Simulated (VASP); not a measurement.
# Pb: molecular dynamics at constant energy

Pb, Im-3m (no. 229), 12 atoms in the cell. PBE, molecular dynamics; PAW potentials Pb (PBE set).

Ensemble: NVE; Starting temperature (K): 1000.

## Input

INCAR:
```
GGA      = PE             # functional
PREC     = Normal         # precision mode
ENCUT    = 200            # plane-wave cutoff, eV
EDIFF    = 1E-6           # SCF threshold, eV
NELMIN   = 4            
NELM     = 60             # most SCF steps
ALGO     = Fast           # electronic algorithm
LREAL    = Auto         
LASPH    = T              # aspherical terms in the spheres
ISMEAR   = -1             # smearing method
SIGMA    = 0.05           # smearing width, eV
ISYM     = 0            
LWAVE    = F              # write WAVECAR
LCHARG   = F              # write CHGCAR
IBRION   = 0              # ionic algorithm
NSW      = 60             # ionic steps
POTIM    = 4.0            # step
TEBEG    = 1000         
ISIF     = 2              # what is computed and relaxed
RANDOM_SEED= 998621 0 0   
MDALGO   = 1            
ANDERSEN_PROB= 0.0          
KPAR     = 2             
```

KPOINTS:
```
k-points
0
Monkhorst-Pack
  2 2 2
```

POSCAR:
```
Pb
1.0
   -3.9593191334      3.9593191334      3.9593191334
    3.9593191334     -3.9593191334      3.9593191334
    5.9389787001      5.9389787001     -5.9389787001
Pb
12
Direct
    0.0000000000      0.0000000000      0.0000000000
    0.0000000000      0.0000000000      0.3333333333
    0.0000000000      0.0000000000      0.6666666667
    0.0000000000      0.5000000000      0.0000000000
    0.0000000000      0.5000000000      0.3333333333
    0.0000000000      0.5000000000      0.6666666667
    0.5000000000      0.0000000000      0.0000000000
    0.5000000000      0.0000000000      0.3333333333
    0.5000000000      0.0000000000      0.6666666667
    0.5000000000      0.5000000000      0.0000000000
    0.5000000000      0.5000000000      0.3333333333
    0.5000000000      0.5000000000      0.6666666667
```

Commands:
```
cat potpaw_PBE.64/Pb/POTCAR > POTCAR
mpirun -np 2 vasp_std > vasp.out
```

## Result

- Rise of the mean potential energy above the start (meV/atom): 53.7
- Mean temperature (K): 548
- Electronic steps per ionic step after the first: 4.4

Course of the run:

| Time (fs) | Temperature (K) | Potential energy less the first (meV/atom) |
|---|---|---|
| 4 | 1000 | 0.0 |
| 24 | 945 | 6.6 |
| 40 | 829 | 20.3 |
| 60 | 630 | 43.9 |
| 76 | 464 | 63.6 |
| 96 | 300 | 83.0 |
| 112 | 235 | 90.8 |
| 132 | 248 | 89.3 |
| 148 | 319 | 80.8 |
| 168 | 445 | 65.9 |
| 184 | 543 | 54.3 |
| 204 | 626 | 44.5 |
| 220 | 645 | 42.2 |
| 240 | 607 | 46.7 |

The mean temperature lies below the starting 1000 K, since the atoms start on their sites and part of their kinetic energy turns into potential energy.

REPORT:
```
MDALGO =   1
         ANDERSEN_PROB =  0.00000000
               SCALING =       0
                 CNEXP =     9.000   14.000
           RANDOM_SEED =            998621                0                0

   original number of atomic DOF:         33
   number of independent constraints:      0
   number of active DOF:                  33

========================================
         MD step No.       1
========================================

  Atomic velocities initialized by STEP_tb

  >Energies
                    E_tot             E_pot             E_kin               EPS                ES
   e_b>   -0.41975790E+02   -0.43397659E+02    0.14218685E+01    0.00000000E+00    0.00000000E+00

  >Temperature
               T_sim     T_inst
   tmprt>   1000.000   1000.000

  >Thermostat, num. of collisions:                0

           RANDOM_SEED =            998621              144                0

[... steps left out ...]

========================================
         MD step No.      60
========================================

  >Energies
                    E_tot             E_pot             E_kin               EPS                ES
   e_b>   -0.41973969E+02   -0.42837136E+02    0.86316772E+00    0.00000000E+00    0.00000000E+00

  >Temperature
               T_sim     T_inst
   tmprt>   1000.000    607.066

  >Thermostat, num. of collisions:                0

           RANDOM_SEED =            998621             4392                0
```

OSZICAR:
```
N       E                     dE             d eps       ncg     rms          rms(c)
DAV:   1     0.120465543024E+03    0.12047E+03   -0.86437E+03   248   0.541E+02
DAV:   2    -0.301451372311E+02   -0.15061E+03   -0.14475E+03   315   0.117E+02
DAV:   3    -0.431515504521E+02   -0.13006E+02   -0.12502E+02   305   0.377E+01
DAV:   4    -0.435018012298E+02   -0.35025E+00   -0.33878E+00   313   0.690E+00
DAV:   5    -0.435096110797E+02   -0.78098E-02   -0.78003E-02   306   0.106E+00    0.165E+01
RMM:   6    -0.434374141292E+02    0.72197E-01   -0.23492E-02   248   0.553E-01    0.101E+01
RMM:   7    -0.433967850354E+02    0.40629E-01   -0.84025E-02   296   0.982E-01    0.706E-01
RMM:   8    -0.433976807752E+02   -0.89574E-03   -0.22316E-03   257   0.193E-01    0.648E-02
RMM:   9    -0.433976777744E+02    0.30008E-05   -0.41047E-04   272   0.694E-02    0.498E-02
RMM:  10    -0.433976527138E+02    0.25061E-04   -0.49514E-05   264   0.248E-02    0.827E-02
RMM:  11    -0.433976587579E+02   -0.60441E-05   -0.14054E-05   257   0.154E-02    0.635E-03
RMM:  12    -0.433976587015E+02    0.56372E-07   -0.28493E-06   161   0.577E-03
[... left out ...]
     59 T=   620. E= -.41974016E+02 F= -.42854960E+02 E0= -.42842393E+02  EK= 0.88094E+00 SP= 0.00E+00 SK= 0.00E+00
[... last step whole ...]
       N       E                     dE             d eps       ncg     rms          rms(c)
DAV:   1    -0.428370570783E+02    0.17903E-01   -0.53284E-03   304   0.911E-01    0.115E-02
RMM:   2    -0.428371221980E+02   -0.65120E-04   -0.65736E-04   237   0.607E-02    0.333E-03
RMM:   3    -0.428371345436E+02   -0.12346E-04   -0.11513E-04   218   0.247E-02    0.349E-03
RMM:   4    -0.428371360897E+02   -0.15460E-05   -0.16308E-05   168   0.992E-03    0.296E-03
RMM:   5    -0.428371364439E+02   -0.35424E-06   -0.37357E-06   122   0.501E-03
     60 T=   607. E= -.41973969E+02 F= -.42837136E+02 E0= -.42824665E+02  EK= 0.86317E+00 SP= 0.00E+00 SK= 0.00E+00
```

Limits: 240 fs of 12 atoms are too short for converged averages.

VASP 6.6.1 took 346 s on 2 cores (Intel Xeon Platinum 8375C @ 2.90GHz (Ice Lake)), a shared host.
